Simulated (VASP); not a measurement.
PbO2: single point with PBE

The system is PbO2.

```xyz
3
Lattice="0.0000 2.7009 2.7009 2.7009 0.0000 2.7009 2.7009 2.7009 0.0000" Properties=species:S:1:pos:R:3 pbc="T T T"
Pb    0.0000    0.0000    0.0000
O     1.3505    1.3505    1.3505
O     4.0514    4.0514    4.0514
```

* Program: VASP 6.6.1
* Task: single point
* Functional: PBE
* Potentials or basis: VASP PAW PBE potentials, release 64 (Pb_d, O)
* Cutoff: 520 eV
* k mesh: 6 × 6 × 6
* Occupations: gaussian, width 0.1 eV
* Spin: no spin polarisation

| Item | Value |
| --- | --- |
| Pressure | 0.4 GPa |
| Band gap on the k mesh | none (metal or under the smearing width) |

Levels at points of the mesh, in eV from the Fermi level:
| k point | band 10 | band 11 | band 12 | band 13 | band 14 | band 15 | band 16 | band 17 |
| --- | --- | --- | --- | --- | --- | --- | --- | --- |
| (0.00, 0.00, 0.00) | -2.06 | -2.06 | -1.29 | -1.29 | -1.29 | 6.90 | 6.90 | 6.90 |
| (0.50, 0.00, 0.00) | -2.85 | -2.85 | -1.50 | -1.50 | 2.49 | 7.05 | 9.41 | 9.41 |
| (0.50, 0.50, 0.00) | -4.55 | -0.33 | -0.22 | -0.22 | 1.58 | 6.11 | 9.36 | 10.73 |

Wall time 6.6 s on 1 thread of Intel(R) Xeon(R) 6975P-C (Granite Rapids) (shared host), peak memory 0.16 GiB.

The run has no spin-orbit coupling, so splittings on Pb are missing.
